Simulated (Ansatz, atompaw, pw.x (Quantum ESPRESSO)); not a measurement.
From atom to crystal: PAW (atompaw) potential for molybdenum

molybdenum, PAW, made with atompaw 4.2.0.5 (LDA (PW92), scalar-relativistic). Core [Ar] 3d10, reference 4s2 4p6 4d5 5s1 5p0. Waves: 4s (bound); 5s (bound); 4p (bound); 5p (bound, empty); 4d (bound); 4d channel at 0.5 Ry. Local part: bessel scheme, radius 1.90 bohr. Core correction: smooth core density matched at 2.25 bohr. Augmentation charge: besselshape compensation charge, radius 1.90 bohr; PAW radius 2.45 bohr; waves and projectors: bloechl.

Atomic tests: cutoffs needed: 30 Ry and 35 Ry (the cutoffs (Ry, on a coarse ladder) from which the occupation-weighted sum of valence levels, in a spherical-Bessel basis at the reference potential, stays within 10 and 1 mRy of its value at 400 Ry); ghost test: no extra level below or beside the all-electron valence levels (s, p, d, f tested) (spherical-Bessel basis up to 400 Ry, 20 bohr box); lowest eigenvalue of the overlap operator: 0.50 (s channel).

Crystal test: fcc Mo in pw.x 7.5, no spin, 14³ k-points, Fermi–Dirac smearing 0.01 Ry, cutoffs 45/450 Ry. The reference is all-electron LAPW (Ansatz 0.2.0) with the same functional, mesh and smearing; V0 and B0 come from Birch–Murnaghan fits to the pressures at five volumes. Errors are pseudo minus all-electron; Δ is the rms difference of the E(V) curves that follow from these fits, minima aligned, over ±6 % about the mean V0. Mesh and smearing are coarse, so the numbers serve the comparison and aren't converged zero-temperature values; the lattice is a test structure that the element need not adopt.

```
V (Å³/atom)  P all-electron (GPa)  P pseudo (GPa)
     14.493                 15.36           18.48
     14.875                  7.32           10.09
     15.256                  0.23            2.70
     15.637                 -6.02           -3.82
     16.019                -11.54           -9.57
```

All-electron: a0 = 3.938 Å (V0 = 15.27 Å³/atom), B0 = 265.2 GPa.

Pseudopotential: mean pressure error (GPa): +2.51; a0 (Å): 3.950; a0 error (%): +0.30; B0 error (%): +0.5; Δ (meV/atom): 8.1.

Problem. At the middle volume, how do free energy and pressure move when the wave cutoff is lowered (ecutrho held at 450 Ry)?

Solution.

```
cutoff (Ry)  shift of F (meV/atom)  shift of P (GPa)
         20                 +956.5            -48.92
         27                  +91.1             -5.77
         36                   +6.1             -0.40
```

The 8 pw.x runs together took about 63 s on one core of a shared server CPU.
